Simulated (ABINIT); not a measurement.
MnO, 2 atoms in the cell. The structure is cubic, space group Fm-3m (No. 225). The conventional cell has a = 4.448 Å, b = 4.448 Å, c = 4.448 Å, α = 90.00°, β = 90.00°, γ = 90.00°. Mn (site symmetry m-3m) has 6 O at 2.22 Å as nearest neighbours. O (site symmetry m-3m) is surrounded by 6 Mn at 2.22 Å. The cell is a database's computed one.

```yaml
Program: ABINIT 10.8.3 (patched build)
Task: single point
Functional: PBEsol
Potentials_or_basis: PseudoDojo NC SR PBEsol v0.4.1 standard
Cutoff: 1143 eV
k_mesh: 8 × 8 × 8
Occupations: fermi-dirac, width 0.05 eV
Spin: collinear spin, ferromagnetic start
Starting_moments: "[4.0, 0.0] μB"
```

Potentials or basis: PseudoDojo NC SR PBEsol v0.4.1 standard.

Run with:

```bash
$ abinit run.abi > log 2>&1
```

Hardware: 1 thread of Arm Neoverse N1, on a shared host.

Task: Estimate the wall time of this run.

Result: Wall time 110 s on 1 thread of Arm Neoverse N1 (shared host), peak memory 0.1 GiB. Counts: scf iterations 13, mpi ranks 1, k points 29, bands 16, plane waves 1964.
